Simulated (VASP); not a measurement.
# InP (F-43m) in VASP: settings compared

InP is run at these levels: PBE, RPBE+D3(BJ), PBEsol+D4, SVWN5; tasks: single point.

All numbers are computed with VASP 6.6.1; they aren't measurements. Logs are shortened: lines on timing, memory, paths and dates and some standing lists are left out, and cuts for length are marked.

**The experiment to reproduce.**

A printed reference work, data compilation reports, for a bulk crystal of InP at 1.6 K: band gap 1.4236 eV (direct).

The results are compared with them further down.

## 1. The cell of the first run

Symmetry: F-43m, No. 216, cubic system. Conventional cell: a = 5.861 Å, b = 5.861 Å, c = 5.861 Å, α = 90.00°, β = 90.00°, γ = 90.00°. Within 3.3 Å of In (site symmetry -43m) lie 4 P at 2.54 Å. Within 3.3 Å of P (site symmetry -43m) lie 4 In at 2.54 Å.

## 2. Single point, PBE

Contents of INCAR:

```
SYSTEM = InP
PREC = Accurate ; ENCUT = 520
EDIFF = 1E-6 ; ISMEAR = -1
SIGMA = 0.05 ; LREAL = .FALSE.
LASPH = .TRUE. ; NELM = 60
ALGO = Normal ; ISIF = 2
LWAVE = .FALSE. ; LCHARG = .FALSE.
GGA = PE ; NBANDS = 16
```

Contents of KPOINTS:

```
Automatic mesh
0
G
  3 3 3
  0 0 0
```

Contents of POSCAR:

```
InP
1.0
    0.0000000000      2.9305000000      2.9305000000
    2.9305000000      0.0000000000      2.9305000000
    2.9305000000      2.9305000000      0.0000000000
In P
1 1
Direct
    0.0000000000      0.0000000000      0.0000000000
    0.7500000000      0.7500000000      0.7500000000
```

Potentials or basis: VASP PAW PBE potentials, release 64 (In_d, P).

Run with:

```console
> cat potpaw_PBE.64/In_d/POTCAR potpaw_PBE.64/P/POTCAR > POTCAR
> mpirun -np 1 vasp_std > vasp.out
```

OUTCAR:

```text
SYSTEM = InP
   PREC = Accurate
   ENCUT = 520
   EDIFF = 1E-6
   ISMEAR = -1
   LREAL = .FALSE.
   LASPH = .TRUE.
   NELM = 60
   ISIF = 2
   GGA = PE

 ion  position               nearest neighbor table
   1  0.000  0.000  0.000-   2 2.54   2 2.54   2 2.54   2 2.54
   2  0.750  0.750  0.750-   1 2.54   1 2.54   1 2.54   1 2.54

  LATTYP: Found a face centered cubic cell.
 ALAT       =     5.8610000000

  Lattice vectors:

 A1 = (   0.0000000000,   2.9305000000,   2.9305000000)
 A2 = (   2.9305000000,   0.0000000000,   2.9305000000)
 A3 = (   2.9305000000,   2.9305000000,   0.0000000000)

Analysis of symmetry for initial positions (statically):
=====================================================================
 Subroutine PRICEL returns:
 Original cell was already a primitive cell.

 Routine SETGRP: Setting up the symmetry group for a
 face centered cubic supercell.

 Subroutine GETGRP returns: Found 24 space group operations
 (whereof 24 operations were pure point group operations)
 out of a pool of 48 trial point group operations.

The static configuration has the point symmetry T_d .

Analysis of symmetry for dynamics (positions and initial velocities):
=====================================================================
 Subroutine PRICEL returns:
 Original cell was already a primitive cell.

 Routine SETGRP: Setting up the symmetry group for a
 face centered cubic supercell.

 Subroutine GETGRP returns: Found 24 space group operations
 (whereof 24 operations were pure point group operations)
 out of a pool of 48 trial point group operations.

The dynamic configuration has the point symmetry T_d .

 Subroutine INISYM returns: Found 24 space group operations
 (whereof 24 operations are pure point group operations),
 and found     1 'primitive' translations

----------------------------------------------------------------------------------------

                                     Primitive cell

  volume of cell :      50.3333

  direct lattice vectors                    reciprocal lattice vectors
     0.000000000  2.930500000  2.930500000    -0.170619348  0.170619348  0.170619348
     2.930500000  0.000000000  2.930500000     0.170619348 -0.170619348  0.170619348
     2.930500000  2.930500000  0.000000000     0.170619348  0.170619348 -0.170619348

  length of vectors
     4.144352845  4.144352845  4.144352845     0.295521380  0.295521380  0.295521380

  position of ions in fractional coordinates (direct lattice)
     0.000000000  0.000000000  0.000000000
     0.750000000  0.750000000  0.750000000

  ion indices of the primitive-cell ions
   primitive index   ion index
                 1           1
                 2           2

----------------------------------------------------------------------------------------

 KPOINTS: Automatic mesh

Automatic generation of k-mesh.
 Grid dimensions read from file:
 generate k-points for:    3    3    3

 Generating k-lattice:

  Cartesian coordinates                     Fractional coordinates (reciprocal lattice)
    -0.056873116  0.056873116  0.056873116     0.333333333  0.000000000  0.000000000
     0.056873116 -0.056873116  0.056873116     0.000000000  0.333333333  0.000000000
     0.056873116  0.056873116 -0.056873116     0.000000000  0.000000000  0.333333333

  Length of vectors
     0.098507127  0.098507127  0.098507127

  Shift w.r.t. Gamma in fractional coordinates (k-lattice)
     0.000000000  0.000000000  0.000000000

 Subroutine IBZKPT returns following result:
 ===========================================

 Found      4 irreducible k-points:

 Following reciprocal coordinates:
            Coordinates               Weight
  0.000000  0.000000  0.000000      1.000000
  0.333333  0.000000  0.000000      8.000000
  0.333333  0.333333  0.000000      6.000000
 -0.333333  0.333333  0.000000     12.000000
   k-points           NKPTS =      4   k-points in BZ     NKDIM =      4   number of bands    NBANDS=     16
   number of dos      NEDOS =    301   number of ions     NIONS =      2
   total plane-waves  NPLWV =  32768
   dimension x,y,z NGX =    32 NGY =   32 NGZ =   32
   dimension x,y,z NGXF=    64 NGYF=   64 NGZF=   64
   ions per type =               1   1
   NGX,Y,Z   is equivalent  to a cutoff of  12.84, 12.84, 12.84 a.u.
   NGXF,Y,Z  is equivalent  to a cutoff of  25.67, 25.67, 25.67 a.u.
 SYSTEM =  InP
   PREC   = accura    normal or accurate (medium, high low for compatibility)
   ISTART =      0    job   : 0-new  1-cont  2-samecut
   ICHARG =      2    charge: 1-file 2-atom 10-const
   ISPIN  =      1    spin polarized calculation?
   LNONCOLLINEAR =      F non collinear calculations
   LSORBIT =      F    spin-orbit coupling
   LASPH  =      T    aspherical Exc in radial PAW
   ENCUT  =  520.0 eV  38.22 Ry    6.18 a.u.   7.71  7.71  7.71*2*pi/ulx,y,z
   NELM   =     60;   NELMIN=  2; NELMDL= -5     # of ELM steps
   EDIFF  = 0.1E-05   stopping-criterion for ELM
   LREAL  =      F    real-space projection
   EDIFFG = 0.1E-04   stopping-criterion for IOM
   NSW    =      0    number of steps for IOM
   IBRION =     -1    ionic relax: 0-MD 1-quasi-New 2-CG
   NFREE  =      0    steps in history (QN), initial steepest desc. (CG)
   ISIF   =      2    stress and relaxation
   ISYM   =      2    0-nonsym 1-usesym 2-fastsym
   POTIM  = 0.5000    time-step for ionic-motion
   TEBEG  =    0.0;   TEEND  =   0.0 temperature during run
   PSTRESS=    0.0 pullay stress
   NELECT =      18.0000    total number of electrons
   NUPDOWN=      -1.0000    fix difference up-down
   EMIN   =  10.00;   EMAX   =-10.00  energy-range for DOS
   EFERMI =   0.00;   METHOD = LEGACY
   ISMEAR =    -1;   SIGMA  =   0.05  broadening in eV -4-tet -1-fermi 0-gaus
   EFERMI_NEDOS =   21; number of points for ismear=-14 and -15
   IALGO  =     38    algorithm
   IMIX   =      4    mixing-type and parameters
     AMIX     =   0.40;   BMIX     =  1.00
     AMIX_MAG =   1.60;   BMIX_MAG =  1.00
  volume/ion in A,a.u.               =      25.17       169.83
  Fermi-wavevector in a.u.,A,eV,Ry     =   1.162021  2.195901 18.371846  1.350293
  Thomas-Fermi vector in A             =   2.298587
   LORBIT       =      0    0 simple, 1 ext, 2 COOP (PROOUT), +10 PAW based schemes
   GGA     = PE    functional components
   LHFCALC =     F    Hartree Fock is set to
   AEXX    =    0.0000 exact exchange contribution
   IVDW    =     0    specifies the selected vdW correction
   LEPSILON=     F    determine dielectric tensor
   LRPA    =     F    only Hartree local field effects (RPA)
 non-spin polarized calculation
  energy-cutoff  :      520.00
  volume of cell :       50.33
 maximum number of plane-waves:      1363
   NGX = 15   NGY = 15   NGZ = 15

 number of electron      18.0000005 magnetization

 Free energy of the ion-electron system (eV)
  ---------------------------------------------------
  ext. energy  EPLUGINS =         0.00000000
  ---------------------------------------------------
  free energy    TOTEN  =        -7.98361892 eV

  energy without entropy =       -7.98350458  energy(sigma->0) =       -7.98356175

 E-fermi :   5.6782     XC(G=0):  -9.2250

 val. band max:        5.3122407687   @ k =   0.0000   0.0000   0.0000
 cond. band min:       5.9891681403   @ k =   0.0000   0.0000   0.0000
 fundamental gap:      0.6769273717
 Fermi energy:         5.6782028648

 k-point     1 :       0.0000    0.0000    0.0000
  band No.  band energies     occupation
      1      -9.0035      2.00000
      2      -9.0035      2.00000
      3      -9.0035      2.00000
      4      -8.8574      2.00000
      5      -8.8574      2.00000
      6      -6.2198      2.00000
      7       5.3122      1.99868
      8       5.3122      1.99868
      9       5.3122      1.99868
     10       5.9892      0.00397
     11       9.3179      0.00000
     12       9.3179      0.00000
     13       9.3179      0.00000
     14      13.8558      0.00000
     15      14.6952      0.00000
     16      14.6952      0.00000

 k-point     2 :       0.3333    0.0000    0.0000
  band No.  band energies     occupation
      1      -9.0887      2.00000
      2      -8.9719      2.00000
      3      -8.9719      2.00000
      4      -8.8502      2.00000
      5      -8.8502      2.00000
      6      -5.0946      2.00000
      7       0.7031      2.00000
      8       4.5222      2.00000
      9       4.5222      2.00000
     10       6.9142      0.00000
     11      10.1042      0.00000
     12      10.1042      0.00000
     13      11.5669      0.00000
     14      14.1611      0.00000
     15      14.3491      0.00000
     16      14.3491      0.00000

 k-point     3 :       0.3333    0.3333    0.0000
  band No.  band energies     occupation
      1      -9.1419      2.00000
      2      -8.9267      2.00000
      3      -8.9267      2.00000
      4      -8.8938      2.00000
      5      -8.8312      2.00000
      6      -4.7118      2.00000
      7       0.8188      2.00000
      8       3.3859      2.00000
      9       3.3859      2.00000
     10       7.2930      0.00000
     11       8.1145      0.00000
     12      12.8563      0.00000
     13      12.8563      0.00000
     14      12.9538      0.00000
     15      15.5802      0.00000
     16      18.6301      0.00000

 k-point     4 :      -0.3333    0.3333    0.0000
  band No.  band energies     occupation
      1      -9.1379      2.00000
      2      -8.9437      2.00000
      3      -8.9249      2.00000
      4      -8.8709      2.00000
      5      -8.8453      2.00000
      6      -3.9686      2.00000
      7      -0.2218      2.00000
      8       1.8845      2.00000
      9       3.6190      2.00000
     10       7.8649      0.00000
     11      10.3732      0.00000
     12      12.0442      0.00000
     13      12.4009      0.00000
     14      13.2174      0.00000
     15      14.4697      0.00000
     16      18.4247      0.00000

------------------------ aborting loop because EDIFF is reached ----------------------------------------

  FORCE on cell =-STRESS in cart. coord.  units (eV):
  Direction    XX          YY          ZZ          XY          YZ          ZX
  --------------------------------------------------------------------------------------
  -------------------------------------------------------------------------------------
  Total        1.3016467      1.3016467      1.3016467      0.0000000      0.0000000      0.0000000
  in kB       41.4332045     41.4332045     41.4332045      0.0000000      0.0000000      0.0000000
  external PRESSURE =      41.4332045 kB  Pullay stress =       0.0000000 kB

 VOLUME and BASIS-vectors are now :
 -----------------------------------------------------------------------------
  energy-cutoff  :      520.00
  volume of cell :       50.33
      direct lattice vectors                 reciprocal lattice vectors
     0.000000000  2.930500000  2.930500000    -0.170619348  0.170619348  0.170619348
     2.930500000  0.000000000  2.930500000     0.170619348 -0.170619348  0.170619348
     2.930500000  2.930500000  0.000000000     0.170619348  0.170619348 -0.170619348

 POSITION                                       TOTAL-FORCE (eV/Angst)
 -----------------------------------------------------------------------------------
      0.00000      0.00000      0.00000        -0.000000     -0.000000      0.000000
      4.39575      4.39575      4.39575         0.000000      0.000000     -0.000000
 -----------------------------------------------------------------------------------
    total drift:                                0.000000      0.000000      0.000000

  FREE ENERGIE OF THE ION-ELECTRON SYSTEM (eV)
  ---------------------------------------------------
  free  energy   TOTEN  =        -7.9836189238 eV

  energy  without entropy=       -7.9835045806  energy(sigma->0) =       -7.98356175
```

It took 3.8 s on 1 thread of AMD EPYC 9R45 (Zen 5), shared host; peak memory 0.14 GiB.

Results:

```
Free energy            : -7.9836 eV
Pressure               : 4.1 GPa
Band gap on the k mesh : 0.68 eV, direct
```

Levels at points of the mesh, in eV from the valence-band top:
| k point | band 7 | band 8 | band 9 | band 10 | band 11 | band 12 |
| --- | --- | --- | --- | --- | --- | --- |
| (0.00, 0.00, 0.00) | 0.00 | 0.00 | 0.00 | 0.68 | 4.01 | 4.01 |

Caveat: the k points lie up to 0.62 Å⁻¹ apart; spin-orbit coupling is left out, which moves the levels of the heavy elements.

## 3. Single point, RPBE+D3(BJ)

This run uses another cell than the first one, of 23.31 Å³/atom, 0.926 times its volume.

Contents of INCAR:

```
  PREC = Accurate
  ENCUT = 520
  EDIFF = 1E-6
  ISMEAR = -1
  SIGMA = 0.05
  LREAL = False
  LASPH = True
  NELM = 80
  ALGO = Normal
  ISIF = 2
  LWAVE = False
  LCHARG = False
  GGA = RP
  IVDW = 12
  NBANDS = 16
```

Contents of KPOINTS:

```
regular mesh
0
Gamma
  8 8 8
```

Contents of POSCAR:

```
InP
1.0
    0.0000000000      2.8564217946      2.8564217946
    2.8564217946      0.0000000000      2.8564217946
    2.8564217946      2.8564217946      0.0000000000
In P
1 1
Direct
    0.0000000000      0.0000000000      0.0000000000
    0.7500000000      0.7500000000      0.7500000000
```

Potentials or basis: VASP PAW PBE potentials, release 64 (In_d, P).

Run with:

```console
> cat potpaw_PBE.64/In_d/POTCAR potpaw_PBE.64/P/POTCAR > POTCAR
> mpirun -np 1 vasp_std > vasp.out
```

OUTCAR:

```text
PREC = Accurate
   ENCUT = 520
   EDIFF = 1E-6
   ISMEAR = -1
   LREAL = False
   LASPH = True
   NELM = 80
   ISIF = 2
   GGA = RP
   IVDW = 12
 IVDW          = 12

 ion  position               nearest neighbor table
   1  0.000  0.000  0.000-   2 2.47   2 2.47   2 2.47   2 2.47
   2  0.750  0.750  0.750-   1 2.47   1 2.47   1 2.47   1 2.47

  LATTYP: Found a face centered cubic cell.
 ALAT       =     5.7128435892

  Lattice vectors:

 A1 = (   0.0000000000,   2.8564217946,   2.8564217946)
 A2 = (   2.8564217946,   0.0000000000,   2.8564217946)
 A3 = (   2.8564217946,   2.8564217946,   0.0000000000)

Analysis of symmetry for initial positions (statically):
=====================================================================
 Subroutine PRICEL returns:
 Original cell was already a primitive cell.

 Routine SETGRP: Setting up the symmetry group for a
 face centered cubic supercell.

 Subroutine GETGRP returns: Found 24 space group operations
 (whereof 24 operations were pure point group operations)
 out of a pool of 48 trial point group operations.

The static configuration has the point symmetry T_d .

Analysis of symmetry for dynamics (positions and initial velocities):
[... 161 lines left out ...]
 cond. band min:       7.4266472342   @ k =   0.0000   0.0000   0.0000
 fundamental gap:      1.2596388604
 Fermi energy:         6.8265783877

 k-point     1 :       0.0000    0.0000    0.0000
  band No.  band energies     occupation
      1      -8.2135      2.00000
      2      -8.2135      2.00000
      3      -8.2135      2.00000
      4      -8.0205      2.00000
      5      -8.0205      2.00000
      6      -5.8763      2.00000
[... 433 lines left out ...]
      3      -8.1255      2.00000
      4      -8.0281      2.00000
      5      -8.0036      2.00000
      6      -3.5340      2.00000
[... 8 lines left out ...]
     15      17.1455      0.00000
     16      17.8323      0.00000

 [... further k-points ...]

------------------------ aborting loop because EDIFF is reached ----------------------------------------

 Edisp (eV)   -3.08813

 E8    (eV) :    -2.0001

  FORCE on cell =-STRESS in cart. coord.  units (eV):
  Direction    XX          YY          ZZ          XY          YZ          ZX
  --------------------------------------------------------------------------------------
  -------------------------------------------------------------------------------------
  Total      -0.02914    -0.02914    -0.02914    -0.00000     0.00000    -0.00000
  in kB      -1.00155    -1.00155    -1.00155    -0.00000     0.00000    -0.00000
  external pressure =       -1.00 kB  Pullay stress =        0.00 kB

 VOLUME and BASIS-vectors are now :
 -----------------------------------------------------------------------------
  energy-cutoff  :      520.00
  volume of cell :       46.61
      direct lattice vectors                 reciprocal lattice vectors
     0.000000000  2.856421795  2.856421795    -0.175044176  0.175044176  0.175044176
     2.856421795  0.000000000  2.856421795     0.175044176 -0.175044176  0.175044176
     2.856421795  2.856421795  0.000000000     0.175044176  0.175044176 -0.175044176

 POSITION                                       TOTAL-FORCE (eV/Angst)
 -----------------------------------------------------------------------------------
      0.00000      0.00000      0.00000        -0.000000     -0.000000     -0.000000
      4.28463      4.28463      4.28463         0.000000      0.000000      0.000000
 -----------------------------------------------------------------------------------
    total drift:                                0.000000      0.000000      0.000000

  FREE ENERGIE OF THE ION-ELECTRON SYSTEM (eV)
  ---------------------------------------------------
  free  energy   TOTEN  =       -10.5854154234 eV

  energy  without entropy=      -10.5854153903  energy(sigma->0) =      -10.58541541
```

stdout:

```text
POSCAR found type information on POSCAR InP
 POSCAR found :  2 types and       2 ions
 scaLAPACK will be used
 -----------------------------------------------------------------------------
|                                                                             |
|                                                                             |
|     You enforced a specific xc type in the INCAR file but a different       |
|     I HOPE YOU KNOW WHAT YOU ARE DOING!                                     |
|                                                                             |
 -----------------------------------------------------------------------------

 LDA part: xc-table for (Slater+PW92), standard interpolation
 POSCAR, INCAR and KPOINTS ok, starting setup
 FFT: planning ... GRIDC
 FFT: planning ... GRID_SOFT
 FFT: planning ... GRID
 WAVECAR not read
 entering main loop
```

Wall time 14 s (1 thread of AMD EPYC 9R45 (Zen 5), shared host); peak memory 0.16 GiB.

What came out:

```yaml
Free_energy: -10.5854 eV
Pressure: -0.1 GPa
Band_gap_on_the_k_mesh: 1.26 eV, direct
Dispersion_energy_per_atom: -1.544 eV
```

Caveat: the PAW data sets were made with another functional, which shifts forces and pressure a little; spin-orbit coupling is left out, which moves the levels of the heavy elements.

## 4. Single point, PBEsol+D4

This run uses another cell than the first one, of 23.66 Å³/atom, 0.940 times its volume.

Changes to INCAR since step 3:

```diff
@@ -12,4 +12,4 @@
   LCHARG = False
-  GGA = RP
-  IVDW = 12
+  GGA = PS
+  IVDW = 13
   NBANDS = 16
```

KPOINTS is that of step 3.

Contents of POSCAR:

```
InP
1.0
    0.0000000000      2.8706770916      2.8706770916
    2.8706770916      0.0000000000      2.8706770916
    2.8706770916      2.8706770916      0.0000000000
In P
1 1
Direct
    0.0000000000      0.0000000000      0.0000000000
    0.7500000000      0.7500000000      0.7500000000
```

Run with:

```console
> cat potpaw_PBE.64/In_d/POTCAR potpaw_PBE.64/P/POTCAR > POTCAR
> mpirun -np 1 vasp_std > vasp.out
```

Wall time 13 s (1 thread of AMD EPYC 9R45 (Zen 5), shared host); peak memory 0.15 GiB.

Results (log left out):

```yaml
Free_energy: -9.5179 eV
Pressure: 4.2 GPa
Band_gap_on_the_k_mesh: 0.94 eV, direct
Dispersion_energy_per_atom: -0.210 eV
```

Levels at points of the mesh, in eV from the valence-band top:
| k point | band 7 | band 8 | band 9 | band 10 | band 11 | band 12 |
| --- | --- | --- | --- | --- | --- | --- |
| (0.00, 0.00, 0.00) | 0.00 | 0.00 | 0.00 | 0.94 | 4.00 | 4.00 |
| (0.50, 0.00, 0.00) | -6.15 | -1.08 | -1.08 | 1.54 | 4.73 | 4.73 |
| (0.50, 0.50, 0.00) | -6.10 | -2.57 | -2.57 | 1.52 | 2.14 | 9.49 |

Caveat: the PAW data sets were made with another functional, which shifts forces and pressure a little; spin-orbit coupling is left out, which moves the levels of the heavy elements.

(Continued in part 2 of 3.)
